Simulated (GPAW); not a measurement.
Crystal: W2C.

```
W C
1.0
     3.07005    0.00000    0.00000
    -1.53502    2.65874    0.00000
     0.00000    0.00000    4.67843
W C
2 1
Direct
  0.66667 0.33333 0.25367
  0.33333 0.66667 0.74633
  0.00000 0.00000 0.00000
```

The cell comes from a database or a generator and needn't be the stable form of this composition.

| Property | Result |
| --- | --- |
| Program | GPAW 26.7.0 |
| Task | relaxation of cell and atoms |
| Functional | SCAN |
| Dispersion | D3(BJ) |
| Potentials or basis | GPAW PAW data sets (gpaw-data 1.2.1) |
| Cutoff | 800 eV |
| Basis | pw |
| k mesh | 5 × 5 × 3 |
| Occupations | fermi-dirac, width 0.05 eV |
| Spin | no spin polarisation |
| Hubbard terms | W d U = 3 eV |

At the start: pressure -7.8 GPa; volume 12.73 Å³/atom.

Where does the relaxation end?

Over 8 steps the energy falls by 6.8 meV/atom and the volume is 12.44 Å³/atom (-2.3 %); space group P-3m1 (No. 164, to 0.05 Å).

The path:
```tsv
step	energy change (eV)	largest force (eV/Å)	pressure (GPa)	volume (Å³)
1	0.0000	0.1739	-7.82	38.19
2	-0.0132	0.0027	-4.68	37.85
3	-0.0197	0.1348	-0.09	37.36
4	-0.0201	0.0698	0.11	37.32
5	-0.0203	0.0225	0.13	37.30
6	-0.0203	0.0335	0.10	37.30
7	-0.0204	0.0267	0.01	37.31
8	-0.0204	0.0086	0.00	37.31
```

Final structure:
```
W C
1.0
     3.03859    0.00000    0.00000
    -1.51930    2.63150    0.00000
     0.00000    0.00000    4.66623
W C
2 1
Cartesian
  1.5193 0.8772 1.1851
  0.0000 1.7543 3.4811
  0.0000 0.0000 0.0000
```

Caveat: the k mesh is coarse (spacing up to 0.47 Å⁻¹), so the values aren't converged; later steps reuse the first step's grids; the PAW data sets were made with another functional, which shifts forces and pressure a little; U without spin polarisation on a metal has little footing; pairwise dispersion overbinds metals, which lowers pressure and volume; the U is typed as a test and isn't derived for this compound.
